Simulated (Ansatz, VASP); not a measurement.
**V in VASP and in Ansatz**

```
V
1.0
    -1.51435    1.51435    1.51435
     1.51435   -1.51435    1.51435
     1.51435    1.51435   -1.51435
V
1
Direct
  0.00000 0.00000 0.00000
```

Alike in both runs: task single point; functional PBE; k mesh 12 × 12 × 12; occupations gaussian, width 0.025 eV; collinear spin.

|  | VASP | Ansatz |
| --- | --- | --- |
| version | VASP 6.6.1 | Ansatz 0.2.0 |
| potentials or method | VASP PAW PBE potentials, release 64 (V_sv), cutoff 520 eV | all-electron LAPW, scalar-relativistic |

```csv
,VASP,Ansatz,Ansatz less VASP
gap on the k mesh at the Fermi level (eV),none,none,-
pressure (GPa),-5.1,-5.3,-0.21
net moment per atom (μB),0.13,0.12,-0.005
size of the moment on the site where the two differ most (μB),0.11,0.11,+0.001
```

Site moments also hang on the region over which each program counts them. A gap of «none» marks a metal or a gap that the smearing closes. Ansatz ran all-electron here, so the differences hold the error of VASP's frozen core and of both bases.

Caveats: the starting moments weren't kept (Ansatz).
